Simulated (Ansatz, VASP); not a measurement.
# One calculation of KMgF3, two programs

```xyz
5
Lattice="4.1226 0.0000 0.0000 0.0000 4.1226 0.0000 0.0000 0.0000 4.1226" Properties=species:S:1:pos:R:3 pbc="T T T"
K     2.0613    2.0613    2.0613
Mg    0.0000    0.0000    0.0000
F     0.0000    2.0613    0.0000
F     0.0000    0.0000    2.0613
F     2.0613    0.0000    0.0000
```

Alike in both runs: functional PBE; k mesh 6 × 6 × 6; occupations gaussian, width 0.02 eV; no spin polarisation.

Ansatz relaxed the structure, and its values are those at the end. VASP's run is a single point on that final structure, the one shown.

|  | VASP | Ansatz |
| --- | --- | --- |
| version | VASP 6.6.1 | Ansatz 0.2.0 |
| potentials or method | VASP PAW PBE potentials, release 64 (K_sv, Mg, F) | scalar-relativistic, plane waves, PAW |
| plane-wave cutoff (eV) | 520 | 420 |
| valence electrons in the cell | 32 | 40 |

Ansatz gave:

| Quantity | Value |
| --- | --- |
| gap on the k mesh at the Fermi level (eV) | 6.61 |
| least direct gap on the mesh (eV) | 6.93 |
| pressure (GPa) | -3.0 |

Task: What did VASP give for the same quantities?

Result: gap on the k mesh at the Fermi level (eV): 6.58; least direct gap on the mesh (eV): 6.90; pressure (GPa): -3.4.

The two sets of potentials don't hold the same shells in valence.

A k mesh can miss the band edges. As with any semilocal functional, this PBE gap is likely too small.
